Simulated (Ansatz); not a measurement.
**AgCl: energy along a strain**

AgCl, Fm-3m, a = 5.546 Å (as given, not relaxed at this level: 0.0 GPa). Ansatz: r2SCAN, PAW, 500 eV, Γ-centred 8×8×8 mesh on 2 atoms, Gaussian smearing 0.05 eV; no spin polarisation. Cell vectors (Å): 0.000 2.773 2.773; 2.773 0.000 2.773; 2.773 2.773 0.000. The cell is strained by x per cent times the pattern (0 0 0 0 1 0) in the order xx yy zz yz xz xy (engineering shears), with fractional coordinates held. y is the free energy over the start, V0 = 21.327 Å³/atom. Symmetry makes y even in x.

| x (%) | y (meV/atom) |
| --- | --- |
| -6.00 | ? |
| -3.00 | 0.34 |
| 0.00 | 0.00 |
| 0.75 | 0.02 |
| 1.50 | 0.08 |
| 2.25 | 0.19 |
| 3.75 | 0.53 |
| 4.50 | 0.77 |
| 5.25 | 1.05 |

Question: Fit y = c2 x² + c4 x⁴ to the other rows, get the stiffness along the pattern, and predict the missing energy.

Answer: Least squares on the rows shown. y = 0.03740 x² + 2.615×10⁻⁵ x⁴. The clamped-ion stiffness p·C·p = 2 × 0.3740 eV × 160.2 / 21.327 Å³ = 5.6 GPa, which is C55 in these axes (C44 of the cubic crystal). At x = -6.00 the fit asked for gives 1.38 meV/atom. The run gave 1.37 meV/atom, so the fit is 0.01 meV/atom too high, a small miss on the scale of the series.